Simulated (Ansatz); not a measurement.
Crystal: Be.

```
CELL_PARAMETERS angstrom
-1.25312 1.25312 1.25312
1.25312 -1.25312 1.25312
1.25312 1.25312 -1.25312
ATOMIC_POSITIONS crystal
Be 0.00000 0.00000 0.00000
```

This isn't the form of Be at room conditions, which is hcp.

* Program: Ansatz 0.2.0
* Task: relaxation of cell and atoms
* Functional: LDA
* Potentials or basis: all-electron LAPW, scalar-relativistic
* Basis error allowed: 0.001 eV/atom
* k mesh: 15 × 15 × 15
* Occupations: gaussian, width 0.01 eV
* Spin: no spin polarisation

At the start: volume 7.87 Å³/atom.

Task: Where does the relaxation end?

Result: Over 5 steps the energy falls by 9.0 meV/atom and the volume is 7.45 Å³/atom (-5.3 %); space group Im-3m (No. 229, to 0.05 Å).

The path:
| step | energy change (eV) | largest force (eV/Å) | volume (Å³) |
| --- | --- | --- | --- |
| 1 | 0.0000 | 0.0000 | 7.87 |
| 2 | -0.0070 | 0.0000 | 7.65 |
| 3 | -0.0090 | 0.0000 | 7.44 |
| 4 | -0.0090 | 0.0000 | 7.45 |
| 5 | -0.0090 | 0.0000 | 7.45 |

Final structure:
```
CELL_PARAMETERS angstrom
-1.23058 1.23058 1.23058
1.23058 -1.23058 1.23058
1.23058 1.23058 -1.23058
ATOMIC_POSITIONS crystal
Be 0.00000 0.00000 0.00000
```
